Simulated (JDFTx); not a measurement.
CoO:

```xyz
2
Lattice="1.5055 0.8692 2.4399 -1.5055 0.8692 2.4399 0.0000 -1.7384 2.4399" Properties=species:S:1:pos:R:3 pbc="T T T"
Co    0.0000    0.0000    0.0000
O     0.0000    0.0000    3.6599
```

The cell is a database's computed one.

Base run:

```yaml
Program: JDFTx 1.7.0 (patched build)
Functional: PBE
Potentials_or_basis: PseudoDojo-SR-PBE-0.5-standard with smoothed tails
Cutoff: 1306 eV
Density_cutoff: 10449 eV
k_mesh: 9 × 9 × 9
Occupations: fermi-dirac, width 0.05 eV
Spin: collinear spin, ferromagnetic start
Starting_moments: "[2.0, 0.0] μB"
Fixed_moment: 1 μB
```

Its results: pressure -14.5 GPa; site moments Co +1.02; O -0.02 μB.

Task: After a change of settings the same cell gave: pressure 0.1 GPa; site moments Co +2.59; O +0.41 μB. Which change was it?
A. fixed moment from 1 μB to 4 μB
B. fixed moment from 1 μB to 2 μB
C. fixed moment from 1 μB to 3 μB

Result: C.

Caveats: the total moment is fixed, so each spin has its own Fermi level; a cell with one magnetic atom can't hold antiferromagnetic order, which such compounds often take.
